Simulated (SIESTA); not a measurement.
GaSb under changes of volume

One of the cells (28.625 Å³/atom); the others are scaled copies at fixed shape and fractional positions:

```
Sb Ga
1.0
     0.00000    3.05900    3.05900
     3.05900    0.00000    3.05900
     3.05900    3.05900    0.00000
Sb Ga
1 1
Direct
  0.75000 0.75000 0.75000
  0.00000 0.00000 0.00000
```

| Item | Value |
| --- | --- |
| Program | SIESTA 5.4.2 |
| Functional | AM05 |
| Potentials or basis | PseudoDojo 0.4 standard (PBEsol files) |
| Basis | DZP (energy shift 0.002 Ry; radii capped at 9.5 bohr) |
| Grid cutoff | 800 Ry |
| Energy shift | 0.002 Ry |
| k mesh | 8 × 8 × 8 |
| Occupations | fermi-dirac, width 0.05 eV |
| Spin | no spin polarisation |

```tsv
volume (Å³/atom)	energy over the lowest point (meV/atom)	pressure (GPa)	gap on the mesh (eV)
26.907	?	?	?
27.480	17.53	3.5	0.33
28.052	7.60	2.2	0.17
28.625	2.25	1.1	none
29.197	0.00	0.2	none
29.770	1.12	-0.8	none
30.342	5.27	-1.5	none
```

**Question.** What does the run at 26.907 Å³/atom give?

**Answer.** Energy over the lowest point 32.44 meV/atom; pressure 4.9 GPa; gap on the mesh 0.50 eV.

Worked out: A Birch-Murnaghan fit of order 3 (a polynomial in V^(-2/3)) to the other rows has its minimum at 29.27 Å³/atom with B0 = V·E''(V) = 45 GPa and B' = 4.9. It gives 31.80 meV/atom at 26.907 Å³/atom, against the run's 32.44, and -dE/dV = 4.7 GPa, against 4.9.

Energies are extrapolated to zero smearing.

Caveats: semicore shells carry a single zeta, which can move pressures by several GPa and volumes by a few percent; the potentials were made for another functional, which shifts forces and pressure; the basis of atomic orbitals isn't converged, which shifts pressures, moduli and gaps; spin-orbit coupling is left out, which moves the levels of the heavy elements (some runs).

A mesh can miss the band edges.

A gap of «none» marks a metal or a gap under the smearing width.
